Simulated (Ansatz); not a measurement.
## ZnS: frozen normal mode

The calculation used DFT PBE, scalar-relativistic, plane waves, PAW (Ansatz). Settings: plane waves to 420 eV, k-mesh 12×12×6 (Γ-centred), Gaussian smearing 0.05 eV. No spin polarisation. Energies are free energies at this smearing, counted from the undisturbed cell; pressure is positive in compression.

The undisturbed cell (as given, not relaxed at this level; it stands at 2.3 GPa):

```yaml
crystal:
  lattice:
    - [3.81100, 0.00000, 0.00000]
    - [-1.90550, 3.30042, 0.00000]
    - [0.00000, 0.00000, 6.23400]
  atoms:
    - { symbol: Zn, position: [0.33333, 0.66667, 0.00000] }
    - { symbol: Zn, position: [0.66667, 0.33333, 0.50000] }
    - { symbol: S, position: [0.33333, 0.66667, 0.38500] }
    - { symbol: S, position: [0.66667, 0.33333, 0.88500] }
```

A zone-centre mode of this cell is frozen in: each atom moves by x times its row below, so x is the largest displacement.
```
atom ux uy uz
 Zn1  -0.707  -0.707  0.000
 Zn2   0.707   0.707  0.000
  S3   0.601   0.601  0.000
  S4  -0.601  -0.601  0.000
```

```tsv
x (Å)	ΔE (meV/cell)	force along the mode (eV/Å)	pressure (GPa)	gap on the mesh (eV)
-0.3000	163.8	1.13	1.8	2.03
-0.2250	90.7	0.82	2.0	2.12
-0.1500	39.8	0.54	2.2	2.19
-0.0750	?	0.26	2.3	?
0.0000	0.0	0.00	2.3	2.25
0.0750	10.0	-0.27	2.3	2.22
0.1500	40.5	-0.55	?	?
0.2250	92.8	-0.85	2.0	2.11
0.2625	?	-1.00	1.9	?
0.3000	168.1	-1.16	1.8	2.03
```

(1) Give the withheld values.

Results:

(1) ΔE (meV/cell) at x (Å) = -0.0750: 9.9; gap on the mesh (eV) at x (Å) = -0.0750: 2.23; pressure (GPa) at x (Å) = 0.1500: 2.2; gap on the mesh (eV) at x (Å) = 0.1500: 2.17; ΔE (meV/cell) at x (Å) = 0.2625: 127.5; gap on the mesh (eV) at x (Å) = 0.2625: 2.07.